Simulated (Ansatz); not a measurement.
Runs of Ansatz 0.2.0 on PbSe. Symmetry: Pm-3m, No. 221, cubic system. Conventional cell: a = 3.784 Å, b = 3.784 Å, c = 3.784 Å, α = 90.00°, β = 90.00°, γ = 90.00°. Pb (site symmetry m-3m) has 8 Se at 3.28 Å as nearest neighbours. Se (site symmetry m-3m) has 8 Pb at 3.28 Å as nearest neighbours. Measurements of this composition are mostly on another form, of space group No. 225.

| level | gap on the mesh (eV) | pressure (GPa) | relaxed volume (Å³/atom) |
| --- | --- | --- | --- |
| RPBE+D3(BJ) | none | 0.0 | 20.00 |
| RPBE+D4 | none | 0.0 | (b) |
| revPBE+D4 | none | 0.0 | 25.81 |
| BLYP+D4 | none | 0.0 | 26.94 |
| BLYP+D3(BJ) | none | 0.0 | 26.41 |
| PBEsol+D3(BJ) | none | 0.0 | (a) |
| PBEsol+D4 | none | 0.0 | 24.74 |
| revPBE+D3(BJ) | none | 0.0 | 25.43 |

Alike in all rows: task relaxation of cell and atoms; potentials or basis Ansatz PAW; no spin polarisation; cell relaxed; k mesh 7 × 7 × 7; cutoff (eV) 420; smearing fermi-dirac 0.05 eV.

Estimate the missing entries.

(a) 24.29; (b) 25.75.

Caveats: the plane-wave basis is chosen anew once the cell has moved, so the energies of steps on either side of that aren't comparable; pairwise dispersion overbinds metals, which lowers pressure and volume; the PAW data sets come from PBE, with cores solved anew for the run's functional, which leaves a small shift of forces and pressure; the volume moved by over 15 % at a fixed basis, so the end points are rough (some runs).

A k mesh can miss the band edges, and the runs leave out spin-orbit coupling on Pb, Se.

A gap of «none» marks a metal or a gap under the smearing width.

Runs at the PBE level aren't shown here.
